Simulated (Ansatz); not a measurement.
TiB2 in Ansatz: the effect of target pressure

The system is TiB2.

```
CELL_PARAMETERS angstrom
3.02920 0.00000 0.00000
-1.51460 2.62336 0.00000
0.00000 0.00000 3.22840
ATOMIC_POSITIONS crystal
Ti 0.00000 0.00000 0.00000
B 0.66667 0.33333 0.50000
B 0.33333 0.66667 0.50000
```

Alike in all runs:

- Program: Ansatz 0.2.0
- Task: relaxation of cell and atoms
- Functional: PBEsol
- Potentials or basis: Ansatz PAW
- Cutoff: 420 eV (not typed: the program's choice for these potentials)
- k mesh: 10 × 10 × 8
- Occupations: fermi-dirac, width 0.05 eV
- Spin: no spin polarisation

Each run relaxes the cell or the atoms first.

| target pressure | relaxed volume (Å³/atom) |
| --- | --- |
| 0 GPa | 8.38 |
| 2 GPa | 8.31 |
| 5 GPa | 8.22 |
| 10 GPa | ? |
| 20 GPa | 7.84 |
| 30 GPa | 7.62 |

Task: What does the run with target pressure 10 GPa give?

Result: Relaxed volume 8.08 Å³/atom.

Worked out: In Murnaghan's law V^(-B') rises as a straight line in P. The other rows fit best with B' = 4.0, V0 = 8.38 Å³/atom and B0 = 262 GPa, which gives 8.08 Å³/atom at 10 GPa, against the run's 8.08.

Caveats: the plane-wave basis is chosen anew once the cell has moved, so the energies of steps on either side of that aren't comparable; the PAW data sets come from PBE, with cores solved anew for the run's functional, which leaves a small shift of forces and pressure.
